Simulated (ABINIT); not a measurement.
# InPd (Fm-3m) in ABINIT: equation of state

How stiff is InPd in PBE, and what volume does it want? The cell is scaled to several volumes.

Program: ABINIT 10.8.3 (patched build). These are calculated values, not measurements. Logs are shortened: lines on timing, memory, paths and dates and some standing lists are left out, and cuts for length are marked. The log counts tension as positive stress, the text compression.

## 1. Starting point

It takes space group Fm-3m (No. 225, cubic). The conventional cell has a = 5.492 Å, b = 5.492 Å, c = 5.492 Å, α = 90.00°, β = 90.00°, γ = 90.00°. In (site symmetry m-3m) is surrounded by 6 Pd at 2.75 Å. Pd (site symmetry m-3m) has 6 In at 2.75 Å as nearest neighbours.

The cell was built by a generator and needn't be a form met in nature.

## 2. Equation of state, PBE

run.abi reads:

```
# Datasets: one volume each
ndtset 7
getwfk -1
scalecart1 3*0.9795861087
scalecart2 3*0.9864848297
scalecart3 3*0.9932883884
scalecart4 3*1.0000000000
scalecart5 3*1.0066227096
scalecart6 3*1.0131594038
scalecart7 3*1.0196128224

# Pseudopotentials
pp_dirpath "./"
pseudos "In.GGA_PBE-JTH.xml, Pd.GGA_PBE-JTH.xml"

# Structure
acell 3*1.0 Angstrom
rprim
     0.0000000000     2.7460700000     2.7460700000
     2.7460700000     0.0000000000     2.7460700000
     2.7460700000     2.7460700000     0.0000000000
ntypat 2
znucl 49 46
natom 2
typat 1 2
xred
     0.0000000000     0.0000000000     0.0000000000
     0.5000000000     0.5000000000     0.5000000000

# Plane-wave basis
ecut 22.0
pawecutdg 44.0
pawxcdev 0

# k points
kptopt 1
ngkpt 8 8 8
nshiftk 1
shiftk 0.0 0.0 0.0

# Exchange and correlation
ixc 11

# Bands and occupations
nband 20
occopt 3
tsmear 0.05 eV

# SCF cycle
nstep 100
tolvrs 1.0e-9

# Output
iomode 3
prtwf 1
prtden 0
prteig 0
prtebands 0
enunit 2
```

Potentials or basis: JTH PAW PBE v2.0.

Launch:

```console
$ abinit run.abi > log 2>&1
```

run.abo:

```text
.Version 10.8.3 of ABINIT
 DATASET    1 : space group Fm -3 m (#225); Bravais cF (face-center cubic)
================================================================================
 Values of the parameters that define the memory need for DATASET  1.
     intxc =       0    ionmov =       0      iscf =      17    lmnmax =      18
     lnmax =       6     mgfft =      32  mpssoang =       3    mqgrid =    3001
     natom =       2  nloc_mem =       2    nspden =       1   nspinor =       1
    nsppol =       1      nsym =      48    n1xccc =       1    ntypat =       2
    occopt =       3   xclevel =       2
       mpw =        1314          nfft =       32768          nkpt =          29
 PAW method is used; the additional fine FFT grid is defined by:
   mgfftf=        45    nfftf =     91125
================================================================================
================================================================================
[... 71 lines left out ...]
 DATASET    7 : space group Fm -3 m (#225); Bravais cF (face-center cubic)
================================================================================
 Values of the parameters that define the memory need for DATASET  7.
     intxc =       0    ionmov =       0      iscf =      17    lmnmax =      18
     lnmax =       6     mgfft =      32  mpssoang =       3    mqgrid =    3001
     natom =       2  nloc_mem =       2    nspden =       1   nspinor =       1
    nsppol =       1      nsym =      48    n1xccc =       1    ntypat =       2
    occopt =       3   xclevel =       2
       mpw =        1475          nfft =       32768          nkpt =          29
 PAW method is used; the additional fine FFT grid is defined by:
   mgfftf=        48    nfftf =    110592
================================================================================
================================================================================

--------------------------------------------------------------------------------
------------- Echo of variables that govern the present computation ------------
--------------------------------------------------------------------------------
 -outvars: echo values of preprocessed input variables --------
            acell      1.8897261259E+00  1.8897261259E+00  1.8897261259E+00 Bohr
              amu      1.14820000E+02  1.06420000E+02
             ecut      2.20000000E+01 Hartree
           enunit           2
           getwfk          -1
              ixc          11
           jdtset        1    2    3    4    5    6    7
         kptrlatt        8    0    0      0    8    0      0    0    8
          kptrlen1     5.75119474E+01
          kptrlen2     5.79169745E+01
          kptrlen3     5.83164145E+01
          kptrlen4     5.87104563E+01
          kptrlen5     5.90992786E+01
          kptrlen6     5.94830509E+01
          kptrlen7     5.98619341E+01
            natom           2
            nband          20
           ndtset           7
            ngfft          32      32      32
          ngfftdg1         45      45      45
          ngfftdg2         45      45      45
          ngfftdg3         45      45      45
          ngfftdg4         45      45      45
          ngfftdg5         48      48      48
          ngfftdg6         48      48      48
          ngfftdg7         48      48      48
             nkpt          29
            nstep         100
             nsym          48
           ntypat           2
           occopt           3
        pawecutdg      4.40000000E+01 Hartree
         pawxcdev           0
           prtden           0
        prtebands           0
           prteig           0
            rprim1     0.0000000000E+00  2.6900120255E+00  2.6900120255E+00
                       2.6900120255E+00  0.0000000000E+00  2.6900120255E+00
                       2.6900120255E+00  2.6900120255E+00  0.0000000000E+00
            rprim2     0.0000000000E+00  2.7089563963E+00  2.7089563963E+00
                       2.7089563963E+00  0.0000000000E+00  2.7089563963E+00
                       2.7089563963E+00  2.7089563963E+00  0.0000000000E+00
            rprim3     0.0000000000E+00  2.7276394447E+00  2.7276394447E+00
                       2.7276394447E+00  0.0000000000E+00  2.7276394447E+00
                       2.7276394447E+00  2.7276394447E+00  0.0000000000E+00
            rprim4     0.0000000000E+00  2.7460700000E+00  2.7460700000E+00
                       2.7460700000E+00  0.0000000000E+00  2.7460700000E+00
                       2.7460700000E+00  2.7460700000E+00  0.0000000000E+00
            rprim5     0.0000000000E+00  2.7642564242E+00  2.7642564242E+00
                       2.7642564242E+00  0.0000000000E+00  2.7642564242E+00
                       2.7642564242E+00  2.7642564242E+00  0.0000000000E+00
            rprim6     0.0000000000E+00  2.7822066440E+00  2.7822066440E+00
                       2.7822066440E+00  0.0000000000E+00  2.7822066440E+00
                       2.7822066440E+00  2.7822066440E+00  0.0000000000E+00
            rprim7     0.0000000000E+00  2.7999281832E+00  2.7999281832E+00
                       2.7999281832E+00  0.0000000000E+00  2.7999281832E+00
                       2.7999281832E+00  2.7999281832E+00  0.0000000000E+00
          spgroup         225
           tolvrs      1.00000000E-09
           tsmear      1.83746611E-03 Hartree
            typat      1  2
           useylm           1
           xangst1     0.0000000000E+00  0.0000000000E+00  0.0000000000E+00
                       2.6900120255E+00  2.6900120255E+00  2.6900120255E+00
           xangst2     0.0000000000E+00  0.0000000000E+00  0.0000000000E+00
                       2.7089563963E+00  2.7089563963E+00  2.7089563963E+00
           xangst3     0.0000000000E+00  0.0000000000E+00  0.0000000000E+00
                       2.7276394447E+00  2.7276394447E+00  2.7276394447E+00
           xangst4     0.0000000000E+00  0.0000000000E+00  0.0000000000E+00
                       2.7460700000E+00  2.7460700000E+00  2.7460700000E+00
           xangst5     0.0000000000E+00  0.0000000000E+00  0.0000000000E+00
                       2.7642564242E+00  2.7642564242E+00  2.7642564242E+00
           xangst6     0.0000000000E+00  0.0000000000E+00  0.0000000000E+00
                       2.7822066440E+00  2.7822066440E+00  2.7822066440E+00
           xangst7     0.0000000000E+00  0.0000000000E+00  0.0000000000E+00
                       2.7999281832E+00  2.7999281832E+00  2.7999281832E+00
            xcart1     0.0000000000E+00  0.0000000000E+00  0.0000000000E+00
                       5.0833860036E+00  5.0833860036E+00  5.0833860036E+00
            xcart2     0.0000000000E+00  0.0000000000E+00  0.0000000000E+00
                       5.1191856760E+00  5.1191856760E+00  5.1191856760E+00
            xcart3     0.0000000000E+00  0.0000000000E+00  0.0000000000E+00
                       5.1544915208E+00  5.1544915208E+00  5.1544915208E+00
            xcart4     0.0000000000E+00  0.0000000000E+00  0.0000000000E+00
                       5.1893202226E+00  5.1893202226E+00  5.1893202226E+00
            xcart5     0.0000000000E+00  0.0000000000E+00  0.0000000000E+00
                       5.2236875834E+00  5.2236875834E+00  5.2236875834E+00
            xcart6     0.0000000000E+00  0.0000000000E+00  0.0000000000E+00
                       5.2576085828E+00  5.2576085828E+00  5.2576085828E+00
            xcart7     0.0000000000E+00  0.0000000000E+00  0.0000000000E+00
                       5.2910974385E+00  5.2910974385E+00  5.2910974385E+00
             xred      0.0000000000E+00  0.0000000000E+00  0.0000000000E+00
                       5.0000000000E-01  5.0000000000E-01  5.0000000000E-01
            znucl       49.00000   46.00000

================================================================================

 chkinp: Checking input parameters for consistency, jdtset=   1.

 chkinp: Checking input parameters for consistency, jdtset=   2.

 chkinp: Checking input parameters for consistency, jdtset=   3.

 chkinp: Checking input parameters for consistency, jdtset=   4.
[... 31 lines left out ...]
 getcut: wavevector=  0.0000  0.0000  0.0000  ngfft=  32  32  32
         ecut(hartree)=     22.000   => boxcut(ratio)=   2.10817

 Fine grid specifications (used for densities):

 getcut: wavevector=  0.0000  0.0000  0.0000  ngfft=  45  45  45
         ecut(hartree)=     44.000   => boxcut(ratio)=   2.04971

--- Pseudopotential description ------------------------------------------------
- pspini: atom type   1  psp file is ./In.GGA_PBE-JTH.xml
 Pseudopotential format is: paw10
 basis_size (lnmax)=  6 (lmn_size= 18), orbitals=   0   0   1   1   2   2
 Spheres core radius: rc_sph= 2.50644782
 Shapefunction is BESSEL type: shapef(r,l)=aa(1,l)*jl(q(1,l)*r)+aa(2,l)*jl(q(2,l)*r)
 Radius for shape functions =  1.40569481
 Compensation charge density is not taken into account in XC energy/potential

- pspini: atom type   2  psp file is ./Pd.GGA_PBE-JTH.xml
 Pseudopotential format is: paw10
 basis_size (lnmax)=  6 (lmn_size= 18), orbitals=   0   0   1   1   2   2
 Spheres core radius: rc_sph= 2.51164926
 Shapefunction is SIN type: shapef(r)=[sin(pi*r/rshp)/(pi*r/rshp)]**2
 Radius for shape functions =  2.51164926
 Compensation charge density is not taken into account in XC energy/potential

   2.20668918E+03                                ecore*ucvol(ha*bohr**3)
--------------------------------------------------------------------------------

================================================================================

--- !BeginCycle
iteration_state: {dtset: 1, }
solver: {iscf: 17, nstep: 100, nline: 4, wfoptalg: 10, }
tolerances: {tolvrs: 1.00E-09, }
...

     iter   Etot(hartree)      deltaE(h)  residm     nres2
 ETOT  1  -176.78898420333    -1.768E+02 7.874E+01 1.764E+02
 ETOT  2  -187.13857556051    -1.035E+01 1.653E-01 1.255E+02
 ETOT  3  -186.93599360115     2.026E-01 7.747E-02 3.334E+01
 ETOT  4  -186.90180040168     3.419E-02 6.782E-02 1.269E+01
 ETOT  5  -186.88744300311     1.436E-02 1.101E-02 5.536E+00
 ETOT  6  -186.87816344222     9.280E-03 3.602E-03 9.397E-01
 ETOT  7  -186.87900812485    -8.447E-04 1.650E-03 1.125E+00
 ETOT  8  -186.87715576681     1.852E-03 1.105E-03 7.856E-01
 ETOT  9  -186.87614185606     1.014E-03 6.014E-04 4.265E-02
 ETOT 10  -186.87620543120    -6.358E-05 3.219E-04 9.885E-03
[... 1346 lines left out ...]
 Cartesian components of stress tensor (hartree/bohr^3)
  sigma(1 1)=  1.42383679E-04  sigma(3 2)=  0.00000000E+00
  sigma(2 2)=  1.42383679E-04  sigma(3 1)=  0.00000000E+00
  sigma(3 3)=  1.42383679E-04  sigma(2 1)=  0.00000000E+00

-Cartesian components of stress tensor (GPa)         [Pressure= -4.1891E+00 GPa]
- sigma(1 1)=  4.18907245E+00  sigma(3 2)=  0.00000000E+00
- sigma(2 2)=  4.18907245E+00  sigma(3 1)=  0.00000000E+00
- sigma(3 3)=  4.18907245E+00  sigma(2 1)=  0.00000000E+00

== END DATASET(S) ==============================================================
================================================================================

 -outvars: echo values of variables after computation  --------
            acell      1.8897261259E+00  1.8897261259E+00  1.8897261259E+00 Bohr
           etotal1    -1.8687621193E+02
           etotal2    -1.8687719355E+02
           etotal3    -1.8687775890E+02
           etotal4    -1.8687795545E+02
           etotal5    -1.8687782148E+02
           etotal6    -1.8687740185E+02
           etotal7    -1.8687673389E+02
            fcart1    -0.0000000000E+00 -0.0000000000E+00 -0.0000000000E+00
                      -0.0000000000E+00 -0.0000000000E+00 -0.0000000000E+00
            fcart2    -0.0000000000E+00 -0.0000000000E+00 -0.0000000000E+00
                      -0.0000000000E+00 -0.0000000000E+00 -0.0000000000E+00
            fcart3    -0.0000000000E+00 -0.0000000000E+00 -0.0000000000E+00
                      -0.0000000000E+00 -0.0000000000E+00 -0.0000000000E+00
            fcart4    -0.0000000000E+00 -0.0000000000E+00 -0.0000000000E+00
                      -0.0000000000E+00 -0.0000000000E+00 -0.0000000000E+00
            fcart5    -0.0000000000E+00 -0.0000000000E+00 -0.0000000000E+00
                      -0.0000000000E+00 -0.0000000000E+00 -0.0000000000E+00
            fcart6    -0.0000000000E+00 -0.0000000000E+00 -0.0000000000E+00
                      -0.0000000000E+00 -0.0000000000E+00 -0.0000000000E+00
            fcart7    -0.0000000000E+00 -0.0000000000E+00 -0.0000000000E+00
                      -0.0000000000E+00 -0.0000000000E+00 -0.0000000000E+00
            rprim1     0.0000000000E+00  2.6900120255E+00  2.6900120255E+00
[... 30 lines left out ...]
           strten6     1.0070243189E-04  1.0070243189E-04  1.0070243189E-04
                       0.0000000000E+00  0.0000000000E+00  0.0000000000E+00
           strten7     1.4238367860E-04  1.4238367860E-04  1.4238367860E-04
                       0.0000000000E+00  0.0000000000E+00  0.0000000000E+00
           xangst1     0.0000000000E+00  0.0000000000E+00  0.0000000000E+00
                       2.6900120255E+00  2.6900120255E+00  2.6900120255E+00
           xangst2     0.0000000000E+00  0.0000000000E+00  0.0000000000E+00
                       2.7089563963E+00  2.7089563963E+00  2.7089563963E+00
           xangst3     0.0000000000E+00  0.0000000000E+00  0.0000000000E+00
                       2.7276394447E+00  2.7276394447E+00  2.7276394447E+00
           xangst4     0.0000000000E+00  0.0000000000E+00  0.0000000000E+00
                       2.7460700000E+00  2.7460700000E+00  2.7460700000E+00
           xangst5     0.0000000000E+00  0.0000000000E+00  0.0000000000E+00
                       2.7642564242E+00  2.7642564242E+00  2.7642564242E+00
           xangst6     0.0000000000E+00  0.0000000000E+00  0.0000000000E+00
                       2.7822066440E+00  2.7822066440E+00  2.7822066440E+00
           xangst7     0.0000000000E+00  0.0000000000E+00  0.0000000000E+00
                       2.7999281832E+00  2.7999281832E+00  2.7999281832E+00
             xred      0.0000000000E+00  0.0000000000E+00  0.0000000000E+00
                       5.0000000000E-01  5.0000000000E-01  5.0000000000E-01
 Calculation completed.
```

Run time: 3.9 min. Hardware: 1 thread of Arm Neoverse V2, shared host; peak memory 0.17 GiB.

Results:

```
Equilibrium volume                      : 20.74 Å³/atom
Bulk modulus                            : 85 GPa
Pressure derivative of the bulk modulus : 5.4 (rough: it moves with the points fitted)
```

Energy against volume, from the lowest point:
```csv
volume (Å³/atom),energy (meV/atom)
19.465,23.72
19.880,10.37
20.294,2.67
20.708,0.00
21.122,1.82
21.536,7.53
21.950,16.62
```

Caveat: pressures at fixed basis lie under the slope of the energies.
